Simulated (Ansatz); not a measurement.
**Structures of HfO2: which is lowest?**

Plane-wave DFT in Ansatz with scalar-relativistic PAW potentials, cutoff 420 eV, Γ-centred meshes chosen by cell and gap, Gaussian smearing with energies taken to zero width. Every cell was relaxed (cell and atoms) in a run of its own, within the symmetry of its start. Functional: LDA.

Relaxed structures (starts from databases or built by putting these elements on another compound's sites):
A. I-42d, 6 atoms in the computed cell, a = 6.271 Å, c = 8.923 Å; sites (symmetry × multiplicity) Hf -4.. × 4, O .2. × 8; start: built
B. P4_2/mnm, 6 atoms in the computed cell, a = 4.789 Å, c = 3.186 Å; sites (symmetry × multiplicity) Hf m.mm × 2, O m.2m × 4; start: database
C. P4_2/nmc, 6 atoms in the computed cell, a = 3.537 Å, c = 5.102 Å; sites (symmetry × multiplicity) Hf -4m2 × 2, O 2mm. × 4; start: database
D. Fm-3m, 3 atoms in the computed cell, a = 5.001 Å; sites (symmetry × multiplicity) Hf m-3m × 4, O -43m × 8; start: database
E. I4_1/amd, 6 atoms in the computed cell, a = 3.951 Å, c = 10.449 Å; sites (symmetry × multiplicity) Hf -4m2 × 4, O 2mm. × 8; start: built

Q: Rank them by energy. Could pressure change the order?

A:
| structure | group | E − E(lowest) (meV/atom) | V (Å³/atom) | gap on mesh (eV) |
| --- | --- | --- | --- | --- |
| C | P4_2/nmc | 0.0 | 10.64 | 4.48 |
| D | Fm-3m | 21.8 | 10.42 | 3.66 |
| E | I4_1/amd | 30 | 13.59 | 4.34 |
| B | P4_2/mnm | 39 | 12.18 | 3.88 |
| A | I-42d | 450 | 29.25 | 4.55 |

C is lowest, 22 meV/atom under D. The two lowest differ in volume by under 3 %, too little for a first-order estimate of what pressure does to that pair (other pairs aren't weighed here); with rigid cells even 3 % in favour of the higher one would need about 11 GPa. Other structures may lie lower than all of these, and vibrations aren't counted.

Spin-orbit coupling is left out, which matters for the bands of heavy elements.